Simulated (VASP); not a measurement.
The system is Cu2O (Cuprite).

```
CELL_PARAMETERS angstrom
4.26000 0.00000 0.00000
0.00000 4.26000 0.00000
0.00000 0.00000 4.26000
ATOMIC_POSITIONS crystal
Cu 0.25000 0.25000 0.25000
Cu 0.25000 0.75000 0.75000
Cu 0.75000 0.75000 0.25000
Cu 0.75000 0.25000 0.75000
O 0.00000 0.00000 0.00000
O 0.50000 0.50000 0.50000
```

| Quantity | Value |
| --- | --- |
| Program | VASP 6.6.1 |
| Task | relaxation of cell and atoms |
| Functional | PBE |
| Potentials or basis | VASP PAW PBE potentials, release 64 (Cu, O) |
| Cutoff | 600 eV |
| k mesh | 6 × 6 × 6 |
| Occupations | gaussian, width 0.03 eV |
| Spin | no spin polarisation |

At the start: pressure 4.1 GPa; volume 12.88 Å³/atom.

Where does the relaxation end?

Over 3 steps the energy falls by 5.2 meV/atom and the volume is 13.32 Å³/atom (+3.4 %); space group Pn-3m (No. 224, to 0.05 Å).

Step by step:
```csv
step,energy change (eV),largest force (eV/Å),pressure (GPa),volume (Å³)
1,0.0000,0.0000,4.07,77.31
2,-0.0264,0.0000,-1.52,81.03
3,-0.0315,0.0000,0.07,79.90
```

Final structure:
```yaml
crystal:
  lattice:
    - [4.30713, 0.00000, 0.00000]
    - [0.00000, 4.30713, 0.00000]
    - [0.00000, 0.00000, 4.30713]
  atoms:
    - { symbol: Cu, position: [0.25000, 0.25000, 0.25000] }
    - { symbol: Cu, position: [0.25000, 0.75000, 0.75000] }
    - { symbol: Cu, position: [0.75000, 0.75000, 0.25000] }
    - { symbol: Cu, position: [0.75000, 0.25000, 0.75000] }
    - { symbol: O, position: [0.00000, 0.00000, 0.00000] }
    - { symbol: O, position: [0.50000, 0.50000, 0.50000] }
```
